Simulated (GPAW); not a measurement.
# Li2S (Fm-3m) in GPAW: convergence with k mesh

Aim: find how far k mesh must go before the results for Li2S settle, at LDA. This setting moves, with any that are tied to it; all else stays.

All numbers are computed with GPAW 26.7.0; they aren't measurements. Logs are shortened: lines on timing, memory, paths and dates and some standing lists are left out, and cuts for length are marked. The log counts tension as positive stress, the text compression.

## 1. The crystal as given

The structure is cubic, space group Fm-3m (No. 225). The conventional cell has a = 5.689 Å, b = 5.689 Å, c = 5.689 Å, α = 90.00°, β = 90.00°, γ = 90.00°. Around S (site symmetry m-3m) lie 8 Li at 2.46 Å. Li (site symmetry -43m) has 4 S at 2.46 Å as nearest neighbours.

## 2. With k mesh 2 × 2 × 2

Contents of run.py:

```python
from ase.dft.bandgap import bandgap
from ase.io import read, write
from ase.units import GPa
from gpaw import GPAW, PW

atoms = read('Li2S.xyz')

calc = GPAW(mode=PW(800),
            xc='LDA',
            kpts={'size': (2, 2, 2), 'gamma': True},
            occupations={'name': 'fermi-dirac', 'width': 0.05},
            nbands=12,
            convergence={'density': 1e-05, 'energy': 1e-05},
            maxiter=100,
            txt='gpaw.txt')
atoms.calc = calc
energy = atoms.get_potential_energy()
forces = atoms.get_forces()
stress = atoms.get_stress()
calc.write('gs.gpw')
write('result.traj', atoms)
print(f'Energy: {energy:.6f} eV')
print('Forces (eV/A):')
print(forces.round(4))
print('Stress (GPa):', (stress / GPa).round(3))
print('Fermi level:', round(calc.get_fermi_level(), 4), 'eV')
print(f'Gap: {bandgap(calc)[0]:.4f} eV, direct: {bandgap(calc, direct=True)[0]:.4f} eV')
```

Contents of Li2S.xyz:

```xyz
3
Lattice="0.0000000000 2.8445000000 2.8445000000 2.8445000000 0.0000000000 2.8445000000 2.8445000000 2.8445000000 0.0000000000" Properties=species:S:1:pos:R:3 pbc="T T T"
S      0.0000000000      0.0000000000      0.0000000000
Li     4.2667500000      4.2667500000      4.2667500000
Li     1.4222500000      1.4222500000      1.4222500000
```

Potentials or basis: the program's PAW data sets (release 1.2.1) made for this functional, pw.

Launch:

```
> OMP_NUM_THREADS=1 python run.py
```

It took 3.4 s on 1 thread of Arm Neoverse V1, shared host; peak memory 0.15 GiB.

What came out:

| Item | Value |
| --- | --- |
| Free energy | -12.3037 eV |
| Pressure | 1.0 GPa |
| Band gap on the k mesh | 2.96 eV, indirect (least direct gap 3.90 eV) |

## 3. With k mesh 3 × 3 × 3

Changes to run.py since step 2:

```diff
@@ -9,3 +9,3 @@
             xc='LDA',
-            kpts={'size': (2, 2, 2), 'gamma': True},
+            kpts={'size': (3, 3, 3), 'gamma': True},
             occupations={'name': 'fermi-dirac', 'width': 0.05},
```

Li2S.xyz is that of step 2.

Potentials or basis: the program's PAW data sets (release 1.2.1) made for this functional, pw.

Launch:

```
> OMP_NUM_THREADS=1 python run.py
```

It took 3.9 s on 1 thread of Arm Neoverse V1, shared host; peak memory 0.15 GiB.

Results:

```yaml
Free_energy: -12.8484 eV
Pressure: -1.6 GPa
Band_gap_on_the_k_mesh: 3.88 eV, indirect (least direct gap 4.03 eV)
```

## 4. With k mesh 4 × 4 × 4

Changes to run.py since step 3:

```diff
@@ -9,3 +9,3 @@
             xc='LDA',
-            kpts={'size': (3, 3, 3), 'gamma': True},
+            kpts={'size': (4, 4, 4), 'gamma': True},
             occupations={'name': 'fermi-dirac', 'width': 0.05},
```

Li2S.xyz is that of step 3.

Launch:

```
> OMP_NUM_THREADS=1 python run.py
```

It took 5.7 s on 1 thread of Arm Neoverse V1, shared host; peak memory 0.15 GiB.

What came out:

```
Free energy            : -12.9020 eV
Pressure               : -1.9 GPa
Band gap on the k mesh : 3.16 eV, indirect (least direct gap 4.05 eV)
```

## 5. With k mesh 5 × 5 × 5

Changes to run.py since step 4:

```diff
@@ -9,3 +9,3 @@
             xc='LDA',
-            kpts={'size': (4, 4, 4), 'gamma': True},
+            kpts={'size': (5, 5, 5), 'gamma': True},
             occupations={'name': 'fermi-dirac', 'width': 0.05},
```

Li2S.xyz is that of step 4.

Launch:

```
> OMP_NUM_THREADS=1 python run.py
```

Run time: 6.6 s. Hardware: 1 thread of Arm Neoverse V1, shared host; peak memory 0.15 GiB.

It converged, with:

```
Free energy            : -12.9098 eV
Pressure               : -1.9 GPa
Band gap on the k mesh : 3.45 eV, indirect (least direct gap 4.06 eV)
```

## 6. With k mesh 6 × 6 × 6

Changes to run.py since step 5:

```diff
@@ -9,3 +9,3 @@
             xc='LDA',
-            kpts={'size': (5, 5, 5), 'gamma': True},
+            kpts={'size': (6, 6, 6), 'gamma': True},
             occupations={'name': 'fermi-dirac', 'width': 0.05},
```

Li2S.xyz is that of step 5.

Potentials or basis: the program's PAW data sets (release 1.2.1) made for this functional, pw.

Launch:

```
> OMP_NUM_THREADS=1 python run.py
```

Run time: 9.3 s. Hardware: 1 thread of Arm Neoverse V1, shared host; peak memory 0.16 GiB.

Results (log left out):

```
Free energy            : -12.9110 eV
Pressure               : -1.9 GPa
Band gap on the k mesh : 3.16 eV, indirect (least direct gap 4.06 eV)
```

## 7. With k mesh 7 × 7 × 7

Changes to run.py since step 6:

```diff
@@ -9,3 +9,3 @@
             xc='LDA',
-            kpts={'size': (6, 6, 6), 'gamma': True},
+            kpts={'size': (7, 7, 7), 'gamma': True},
             occupations={'name': 'fermi-dirac', 'width': 0.05},
```

Li2S.xyz is that of step 6.

Launch:

```
> OMP_NUM_THREADS=1 python run.py
```

Run time: 11 s. Hardware: 1 thread of Arm Neoverse V1, shared host; peak memory 0.16 GiB.

It converged, with:

```
Free energy            : -12.9112 eV
Pressure               : -1.9 GPa
Band gap on the k mesh : 3.31 eV, indirect (least direct gap 4.06 eV)
```

## 8. With k mesh 9 × 9 × 9

Changes to run.py since step 7:

```diff
@@ -9,3 +9,3 @@
             xc='LDA',
-            kpts={'size': (7, 7, 7), 'gamma': True},
+            kpts={'size': (9, 9, 9), 'gamma': True},
             occupations={'name': 'fermi-dirac', 'width': 0.05},
```

Li2S.xyz is that of step 7.

Launch:

```
> OMP_NUM_THREADS=1 python run.py
```

Wall time 18 s (1 thread of Arm Neoverse V1, shared host); peak memory 0.17 GiB.

Results (log left out):

* Free energy: -12.9113 eV
* Pressure: -1.9 GPa
* Band gap on the k mesh: 3.25 eV, indirect (least direct gap 4.06 eV)

## 9. With k mesh 11 × 11 × 11

Changes to run.py since step 8:

```diff
@@ -9,3 +9,3 @@
             xc='LDA',
-            kpts={'size': (9, 9, 9), 'gamma': True},
+            kpts={'size': (11, 11, 11), 'gamma': True},
             occupations={'name': 'fermi-dirac', 'width': 0.05},
```

Li2S.xyz is that of step 8.

Potentials or basis: the program's PAW data sets (release 1.2.1) made for this functional, pw.

Launch:

```
> OMP_NUM_THREADS=1 python run.py
```

gpaw.txt:

```text
__  _  _
 | _ |_)|_||  |
 |__||  | ||/\| - 26.7.0

Input parameters:
  mode=PW(ecut=800.0),
  convergence={'density': 1e-05, 'energy': 1e-05},
  kpts=MonkhorstPack(size=(11, 11, 11), gamma=True),
  maxiter=100,
  nbands=12,
  occupations=Occupations(name='fermi-dirac', width=0.05),
  xc=XC(name='LDA')

Diagonalizing LCAO Hamiltonian
Converting LCAO to pw mode

                    Li

           Li

       S

Atoms  # Å, Bohr magnetons
|   | symbol |        x |        y |        z |    initial magnetic moments |
|---|--------|----------|----------|----------|-----------------------------|
| 0 |      S | 0.000000 | 0.000000 | 0.000000 | ( 0.0000,  0.0000,  0.0000) |
| 1 |     Li | 4.266750 | 4.266750 | 4.266750 | ( 0.0000,  0.0000,  0.0000) |
| 2 |     Li | 1.422250 | 1.422250 | 1.422250 | ( 0.0000,  0.0000,  0.0000) |

Unit cell  # Å
| periodic |        x |        y |        z |  lengths |    angles |
|----------|----------|----------|----------|----------|-----------|
|      yes | 0.000000 | 2.844500 | 2.844500 | 4.022730 | 60.000000 |
|      yes | 2.844500 | 0.000000 | 2.844500 | 4.022730 | 60.000000 |
|      yes | 2.844500 | 2.844500 | 0.000000 | 4.022730 | 60.000000 |

Number of symmetries: 48
[... 51 lines left out ...]

BZ-sampling:
  Number of BZ points: 1331
  Number of IBZ points: 56

  Monkhorst-Pack size: [11, 11, 11]
  Monkhorst-Pack shift: [0, 0, 0]

K-points  # in reciprocal-cell coordinates
|     |                                coordinates |     weight |
|-----|--------------------------------------------|------------|
|   0 | (  0.00000000,   0.00000000,   0.00000000) | 0.00075131 |
|   1 | (  0.09090909,   0.09090909,   0.00000000) | 0.00450789 |
|   2 | (  0.09090909,   0.09090909,   0.09090909) | 0.00601052 |
|   3 | (  0.18181818,   0.09090909,   0.09090909) | 0.00901578 |
|   4 | (  0.18181818,   0.18181818,   0.00000000) | 0.00450789 |
|   5 | (  0.18181818,   0.18181818,   0.09090909) | 0.01803156 |
|   6 | (  0.18181818,   0.18181818,   0.18181818) | 0.00601052 |
|   7 | (  0.27272727,   0.18181818,   0.09090909) | 0.01803156 |
|   8 | (  0.27272727,   0.18181818,   0.18181818) | 0.01803156 |
|   9 | (  0.27272727,   0.27272727,   0.00000000) | 0.00450789 |
| ... |                                            |            |
|  55 | (  0.45454545,   0.45454545,   0.45454545) | 0.00601052 |

Plane wave coefficients: 2421
Cutoff: 800.0 eV

Spin-components: 1 (collinear spins)
Bands:           12
Projectors:      11
Spin-degeneracy: 2
Datatype:        complex128

Parallelization:
  kpt:    1
  domain: 1
  band:   1

Density:
  Valence electrons: 8.0
  Components: 1
  Grid points: [27 27 27]
  Charge: 0.0  # |e|

Potential:
  Grid points: [27 27 27]

species:
  S:
    name:    Sulfur
    Z:       16.0
    valence: 6
    core:    10
    charge:  0.0  # [|e|]
    compensation charges:
      type: gauss
      rc: 0.24  # [Å]
      lmax: 2
    cutoffs:
      filter: 1.77  # [Å]
      core: 1.66  # [Å]
    projectors
    | kind |    occ | energy [eV] | rcut [Å] |
    |------|--------|-------------|----------|
    |   3s |  2.000 |     -17.278 |    0.974 |
    |   3p |  4.000 |      -7.106 |    0.979 |
    |    s |        |       9.933 |    0.974 |
    |    p |        |      20.105 |    0.979 |
    |    d |        |       0.000 |    0.900 |

    Using partial waves for S as LCAO basis

  Li:
    name:    Lithium
    Z:       3.0
    valence: 1
    core:    2
    charge:  0.0  # [|e|]
    compensation charges:
      type: gauss
      rc: 0.33  # [Å]
      lmax: 2
    cutoffs:
      filter: 1.91  # [Å]
      core: 2.55  # [Å]
    projectors
    | kind |    occ | energy [eV] | rcut [Å] |
    |------|--------|-------------|----------|
    |   2s |  1.000 |      -2.874 |    1.058 |
    |   2p |  0.000 |      -1.126 |    1.058 |
    |    s |        |      24.338 |    1.058 |

    Using partial waves for Li as LCAO basis

Reference energy: -11223.801535  # eV

eigensolver:
  PPCG
  Converge bands: occupied
  niter=2

density mixing:
  MSR1-Mixer
  Pratt-step length: 0.05
  Maximum mixing coefficient: 0.75
  Old densities: 10
  SVD Regularization: 0.005
  Good broyden scale: 1.0
  Trust region scale: 1.0
  Backstep threshold: 4.0
  History deletion threshold: 6.0
  Fourier metric: weight=20.0, sigma=0.015

occupation numbers:
  Fermi-Dirac:
    width: 0.0500  # eV

poisson solver:
  ecut: 6400.0  # eV

xc functional:
  name: None

convergence criteria:
- Maximum integral of absolute [dens]ity change: 1e-05 electrons / valence electron
- Maximum [total energy] change in last 3 cyles: 1e-05 eV / valence electron
- Maximum integral of absolute [eigenst]ate change: 4e-08 eV^2 / valence electron
maximum number of iterations: 100

SCF iterations
|iter     | |      energy | eigst |  dens |
|---------|-|-------------|-------|-------|
|iter:   1| |  -12.995370 | -0.34 |       |
|iter:   2| |  -12.979735 | -2.39 | -0.97 |
|iter:   3| |  -12.910709 | -2.44 | -1.00 |
|iter:   4| |  -12.911326 | -3.78 | -1.63 |
|iter:   5| |  -12.911242 | -4.36 | -2.26 |
|iter:   6| |  -12.911271 | -5.48 | -3.16 |
|iter:   7| |  -12.911275c| -6.60 | -3.63 |
|iter:   8| |  -12.911275c| -7.54c| -4.84 |
|iter:   9| |  -12.911275c| -8.15c| -5.21c|

Converged in 9 steps
Energy contributions relative to reference atoms: (reference = -11223.801535)

Energy contributions:
  Kinetic:          13.525654
  Coulomb:         -13.323153
  Zero:              0.075782
  External:          0.000000
  Xc:              -13.189558
  Entropy:          -0.000000
  Spinorbit:         0.000000
  ----------------------------
  Free energy:     -12.911275
  Extrapolated:    -12.911275

dipole moment: (-18.166853, -18.166853, -18.166853)  # |e|*Ang

Fermi level: 3.096
Eigenvalues  # (at kpt = [0.000, 0.000, 0.000])
| band index |      eig [eV] | occ [0-2] |
|------------|---------------|-----------|
|          0 |        -9.735 |     2.000 |
|          1 |         1.299 |     2.000 |
|          2 |         1.299 |     2.000 |
|          3 |         1.299 |     2.000 |
|          4 |         5.357 |     0.000 |
|          5 |         7.295 |     0.000 |
|          6 |         7.295 |     0.000 |
|          7 |         7.295 |     0.000 |
|          8 |        13.485 |     0.000 |
|          9 |        13.485 |     0.000 |
|         10 |        13.485 |     0.000 |
|         11 |        18.302 |     0.000 |

Gap: 3.222 eV
Transition (v -> c):
  (s=0, k=0, n=3, [0.00, 0.00, 0.00]) -> (s=0, k=50, n=4, [0.45, 0.45, 0.00])
Direct/indirect transitions are different
Direct gap: 4.058 eV
Transition at: (s=0, k=0, n=3, [0.00, 0.00, 0.00])

Forces  # eV/Ang
|        x |        y |        z |
|----------|----------|----------|
| -0.00000 |  0.00000 |  0.00000 |  # S    0
|  0.00000 |  0.00000 | -0.00000 |  # Li   1
|  0.00000 | -0.00000 | -0.00000 |  # Li   2

Stress tensor  # eV/Ang^3
|         x |         y |         z |
|-----------|-----------|-----------|
|  0.012082 | -0.000000 | -0.000000 |
| -0.000000 |  0.012082 | -0.000000 |
| -0.000000 | -0.000000 |  0.012082 |

# Writing to gs.gpw (mode='')
```

Run time: 27 s. Hardware: 1 thread of Arm Neoverse V1, shared host; peak memory 0.19 GiB.

What came out:

```
Free energy            : -12.9113 eV
Pressure               : -1.9 GPa
Band gap on the k mesh : 3.22 eV, indirect (least direct gap 4.06 eV)
```

## 10. Summary

```tsv
k mesh	energy less the tightest run, at zero smearing (meV/atom)	pressure (GPa)	gap on the mesh (eV)	SCF cycles	CPU time (s)	peak memory (GiB)
2 × 2 × 2	202.52	0.96	2.963	9	3.4	0.15
3 × 3 × 3	20.95	-1.61	3.884	9	3.9	0.15
4 × 4 × 4	3.10	-1.88	3.156	9	5.7	0.15
5 × 5 × 5	0.50	-1.93	3.447	9	6.6	0.15
6 × 6 × 6	0.09	-1.93	3.161	9	9.3	0.16
7 × 7 × 7	0.02	-1.94	3.310	9	11	0.16
9 × 9 × 9	0.00	-1.94	3.252	9	18	0.17
11 × 11 × 11	0.00	-1.94	3.222	9	27	0.19
```

Against the tightest run, the energy stays within 1 meV/atom from 5 × 5 × 5 on; the pressure stays within 0.1 GPa from 4 × 4 × 4 on. Not settled before the last step: the gap on the mesh (to 0.01 eV). Meshes of other sizes hit other points, so gaps and Fermi surfaces needn't settle smoothly. The tightest run that finished is the yardstick and may itself not be fully converged.

Caveats: an odd mesh through Γ misses points on the zone boundary, where band edges often lie.
